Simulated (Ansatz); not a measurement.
# HfO2 (Pca2_1) in Ansatz: further runs, part 2 of 2

Ansatz 0.2.0.

## 10. Band structure, r2SCAN+U

File input.yaml:

```yaml
crystal:
  lattice:
    - [5.21946336, 0.0, 0.0]
    - [0.0, 5.00476369, 0.0]
    - [0.0, 0.0, 5.03268505]
  atoms:
    - { symbol: Hf, position: [0.966994, 0.73252082, 0.74144035] }
    - { symbol: Hf, position: [0.533006, 0.73252082, 0.24144035] }
    - { symbol: Hf, position: [0.466994, 0.26747918, 0.74144035] }
    - { symbol: Hf, position: [0.033006, 0.26747918, 0.24144035] }
    - { symbol: O, position: [0.63212745, 0.9286454, 0.87926726] }
    - { symbol: O, position: [0.86787255, 0.9286454, 0.37926726] }
    - { symbol: O, position: [0.23394852, 0.53988305, 0.49229239] }
    - { symbol: O, position: [0.26605148, 0.53988305, 0.99229239] }
    - { symbol: O, position: [0.76605148, 0.46011695, 0.99229239] }
    - { symbol: O, position: [0.73394852, 0.46011695, 0.49229239] }
    - { symbol: O, position: [0.13212745, 0.0713546, 0.87926726] }
    - { symbol: O, position: [0.36787255, 0.0713546, 0.37926726] }
hamiltonian:
  xc: r2scan
  pseudopotentials: { kind: paw }
  hubbard: { sites: [{ species: Hf, l: d, u_eff: 3.5 }] }
kpoints:
  mp_grid: { grid: [5, 6, 5] }
  band_path:
    path:
      - [[0.0, 0.0, 0.0], [0.0, 0.5, 0.0], [0.0, 0.5, 0.5], [0.0, 0.0, 0.5], [0.0, 0.0, 0.0], [0.5, 0.0, 0.0], [0.5, 0.5, 0.0], [0.5, 0.5, 0.5], [0.5, 0.0, 0.5], [0.5, 0.0, 0.0]]
      - [[0.0, 0.0, 0.5], [0.5, 0.0, 0.5]]
      - [[0.5, 0.5, 0.0], [0.0, 0.5, 0.0]]
      - [[0.0, 0.5, 0.5], [0.5, 0.5, 0.5]]
    npoints: 10
scf:
  occupations: { method: fermi_dirac, width: 0.05 }
  n_extra_bands: 30
output:
  forces: true
  stress: true
  eigenvalues: true
  fatbands: false
  write_density: true
  write_potential: true
  elf: true
  volumetric_format: npy
```

Potentials or basis: Ansatz PAW.

The run is started by

```bash
> ansatz run input.yaml --threads 2 --pin off --max-ram 5120MiB --backend cpu --events-out ev --progress --plain --runs-dir out
```

Output:

```text
Warning: RAYON_NUM_THREADS=2 ignored (pool sized by the plan → 2); use --threads N
Hf: projections on atomic orbitals take those of the free atom [Kr 4d10] 4f14 5s2 5p6 5d2 6s2, of charge +0.00 (hamiltonian.pseudopotentials.projection_atoms); the dataset's partial waves leave at most 4.9e-5 of an orbital's norm unspanned inside its sphere
O: projections on atomic orbitals take those of the free atom [He] 2s2 2p4, of charge +0.00 (hamiltonian.pseudopotentials.projection_atoms); the dataset's partial waves leave at most 1.9e-8 of an orbital's norm unspanned inside its sphere
[... 87 lines left out ...]
  k-point 1: bands = ["-47.3398", "-47.3160", "-47.3143", "-47.3131", "-15.6881", "-15.6727", "-15.6638", "-15.4588", "-15.3687", "-15.3687", "-15.3555", "-15.3325", "-15.2991", "-15.2486", "-15.2240", "-15.2146", "-3.9995", "-2.5901", "-2.5011", "-2.4118", "-1.9968", "-1.8397", "-1.7933", "-1.7641", "4.3016", "4.3105", "4.3135", "4.3159", "4.3199", "4.3237", "4.3268", "4.3276", "4.3288", "4.3315", "4.3332", "4.3363", "4.3389", "4.3390", "4.3458", "4.3458", "4.3496", "4.3531", "4.3568", "4.3600", "4.3665", "4.3667", "4.3690", "4.3691", "4.3894", "4.4049", "4.4072", "4.4726", "9.7331", "9.8435", "10.0513", "10.5342", "10.7905", "10.9623", "11.6142", "11.6829", "11.9140", "12.0711", "12.2716", "12.8405", "12.9696", "13.1216", "13.2414", "13.6967", "13.7271", "13.9218", "14.0899", "14.1064", "14.2627", "14.8925", "15.0236", "15.0496", "21.2018", "21.5768", "21.6694", "22.0846", "22.1243", "22.2715", "22.3079", "22.5198", "22.6732", "23.2917", "23.6543", "23.7138", "23.8312", "23.8957", "24.5154", "24.6995", "25.0971", "25.8714", "26.3048", "26.4238", "26.5090", "27.6830", "28.2126", "29.2721", "29.7500", "30.1567", "30.2372", "30.7306", "31.1201", "31.1407"]
  k-point 2: bands = ["-47.3306", "-47.3196", "-47.3181", "-47.3175", "-15.6147", "-15.5876", "-15.5822", "-15.5358", "-15.4398", "-15.4089", "-15.3482", "-15.3439", "-15.2766", "-15.2666", "-15.2509", "-15.2407", "-3.5250", "-2.9310", "-2.5298", "-2.4631", "-1.9721", "-1.8692", "-1.8003", "-1.7719", "4.3005", "4.3038", "4.3152", "4.3168", "4.3174", "4.3194", "4.3245", "4.3247", "4.3345", "4.3362", "4.3362", "4.3381", "4.3390", "4.3428", "4.3454", "4.3477", "4.3530", "4.3531", "4.3546", "4.3566", "4.3631", "4.3639", "4.3732", "4.3746", "4.3929", "4.3997", "4.4160", "4.4419", "9.8437", "10.1288", "10.5933", "10.8826", "11.1063", "11.1862", "11.2825", "11.3833", "11.6197", "12.1550", "12.3042", "12.4001", "12.8628", "13.0247", "13.1960", "13.2741", "13.2945", "13.6550", "14.1254", "14.1797", "14.6793", "14.8554", "14.9163", "14.9195", "21.0514", "21.2050", "21.7106", "21.8418", "22.3479", "22.3519", "22.4433", "22.5116", "23.6079", "23.6247", "23.6930", "23.7111", "23.9086", "24.0831", "24.5374", "25.0767", "25.1675", "25.7324", "26.0848", "26.0946", "26.1925", "26.3648", "28.3340", "28.8146", "30.1683", "30.2389", "30.4726", "30.6614", "31.7433", "31.8715"]
  k-point 35: bands = ["-47.3123", "-47.3104", "-47.3092", "-47.3085", "-15.7013", "-15.6916", "-15.6699", "-15.6626", "-15.3195", "-15.3064", "-15.2864", "-15.2770", "-15.2602", "-15.2593", "-15.2486", "-15.2376", "-3.0357", "-2.8769", "-2.8035", "-2.7520", "-1.9416", "-1.8529", "-1.8426", "-1.7860", "4.3084", "4.3103", "4.3124", "4.3128", "4.3216", "4.3220", "4.3246", "4.3259", "4.3309", "4.3353", "4.3359", "4.3379", "4.3411", "4.3413", "4.3454", "4.3467", "4.3533", "4.3551", "4.3554", "4.3579", "4.3670", "4.3691", "4.3697", "4.3707", "4.3947", "4.3950", "4.3996", "4.4029", "10.5448", "10.7541", "10.8689", "10.9616", "11.0955", "11.1145", "11.2462", "11.5256", "11.9456", "12.1205", "12.3772", "12.4046", "12.8713", "12.8887", "13.0035", "13.2378", "13.5243", "13.5661", "13.6435", "13.7870", "14.1068", "14.3254", "14.3907", "14.5561", "20.8639", "21.0559", "21.1566", "21.4203", "22.1338", "22.2086", "22.4473", "22.5587", "22.9384", "23.2163", "23.2388", "23.5275", "24.6159", "24.8203", "24.8684", "25.1606", "26.0922", "26.3564", "26.4143", "26.5972", "27.1296", "27.1886", "27.6981", "27.7451", "28.9368", "29.0628", "29.2973", "29.5060", "33.0516", "33.3281"]
Occupation matrices written to <dir>
```

rho_z.tsv:

```text
# z_ang	rho[e/angstrom^3]
# format = ansatz-planar-average/11
# lattice	5.219463360	0.000000000	0.000000000
# lattice	0.000000000	5.004763690	0.000000000
# lattice	0.000000000	0.000000000	5.032685050
# sites	12
# site	72	5.047189752	3.666093602	3.731435765
# site	72	2.782005288	3.666093602	1.215093240
# site	72	2.437458072	1.338670088	3.731435765
# site	72	0.172273608	1.338670088	1.215093240
# site	8	3.299366064	4.647650779	4.425075194
# site	8	4.529828976	4.647650779	1.908732669
# site	8	1.221085728	2.701987085	2.477552551
# site	8	1.388645952	2.701987085	4.993895076
# site	8	3.998377632	2.302776605	4.993895076
# site	8	3.830817408	2.302776605	2.477552551
# site	8	0.689634384	0.357112911	4.425075194
# site	8	1.920097296	0.357112911	1.908732669
0.000000	7.533195e-1
0.125817	6.633537e-1
0.251634	5.645661e-1
0.377451	4.940739e-1
0.503269	5.087226e-1
0.629086	6.580666e-1
[... 32 lines left out ...]
4.781051	8.791685e-1
4.906868	8.251985e-1
```

Run time: 2.9 min. Hardware: 2 threads of Arm Neoverse V2, shared host; peak memory 2.4 GiB.

Results:

- Free energy: -67494.1872 eV
- Pressure: 9.2 GPa
- Largest force: 0.147 eV/Å
- Band gap on the k mesh: 5.68 eV, indirect (least direct gap 5.94 eV)
- Band gap along the path: 5.76 eV, indirect (least direct gap 5.94 eV)

Forces in eV/Å, atoms in the order of the input:
```
Hf   0.057  0.012 -0.087
Hf  -0.057  0.012 -0.087
Hf   0.057 -0.012 -0.087
Hf  -0.057 -0.012 -0.087
O    0.044 -0.131  0.051
O   -0.044 -0.131  0.051
O    0.123  0.035  0.035
O   -0.123  0.035  0.035
O   -0.123 -0.035  0.035
O    0.123 -0.035  0.035
O    0.044  0.131  0.051
O   -0.044  0.131  0.051
```

Stress tensor (GPa, compression positive):
```
8.96 0.00 0.00
0.00 9.80 0.00
0.00 0.00 8.98
```

Levels at the corners of the path, in eV from the valence-band top:
| point | band 73 | band 74 | band 75 | band 76 | band 77 | band 78 | band 79 | band 80 |
| --- | --- | --- | --- | --- | --- | --- | --- | --- |
| Γ | -0.64 | -0.19 | -0.06 | 0.00 | 6.13 | 6.48 | 6.53 | 6.75 |
| X | -0.74 | -0.42 | -0.18 | -0.09 | 5.85 | 6.13 | 6.20 | 6.72 |
| S | -1.02 | -1.02 | -0.35 | -0.35 | 5.82 | 5.82 | 6.20 | 6.20 |
| Y | -0.35 | -0.35 | -0.25 | -0.25 | 5.93 | 5.93 | 6.61 | 6.61 |
| Γ | -0.64 | -0.19 | -0.06 | 0.00 | 6.13 | 6.48 | 6.53 | 6.75 |
| Z | -0.67 | -0.67 | -0.39 | -0.39 | 6.42 | 6.42 | 6.79 | 6.79 |
| U | -0.63 | -0.63 | -0.47 | -0.47 | 5.89 | 5.89 | 6.36 | 6.36 |
| R | -0.83 | -0.83 | -0.83 | -0.83 | 5.94 | 5.94 | 5.94 | 5.94 |
| T | -0.68 | -0.68 | -0.68 | -0.68 | 6.44 | 6.44 | 6.44 | 6.44 |
| Z | -0.67 | -0.67 | -0.39 | -0.39 | 6.42 | 6.42 | 6.79 | 6.79 |
| Y | -0.35 | -0.35 | -0.25 | -0.25 | 5.93 | 5.93 | 6.61 | 6.61 |
| T | -0.68 | -0.68 | -0.68 | -0.68 | 6.44 | 6.44 | 6.44 | 6.44 |
| U | -0.63 | -0.63 | -0.47 | -0.47 | 5.89 | 5.89 | 6.36 | 6.36 |
| X | -0.74 | -0.42 | -0.18 | -0.09 | 5.85 | 6.13 | 6.20 | 6.72 |
| S | -1.02 | -1.02 | -0.35 | -0.35 | 5.82 | 5.82 | 6.20 | 6.20 |
| R | -0.83 | -0.83 | -0.83 | -0.83 | 5.94 | 5.94 | 5.94 | 5.94 |

Eigenvalues of the final occupation matrices:
| site | spin | trace | eigenvalues |
| --- | --- | --- | --- |
| site 1 | 1 | 0.99 | 0.14 0.15 0.20 0.24 0.26 |
| site 2 | 1 | 0.99 | 0.14 0.15 0.20 0.24 0.26 |
| site 3 | 1 | 0.99 | 0.14 0.15 0.20 0.24 0.26 |
| site 4 | 1 | 0.99 | 0.14 0.15 0.20 0.24 0.26 |

Caveat: spin-orbit coupling is left out, which moves the levels of the heavy elements; the PAW data sets come from PBE, with cores solved anew for the run's functional, which leaves a small shift of forces and pressure.
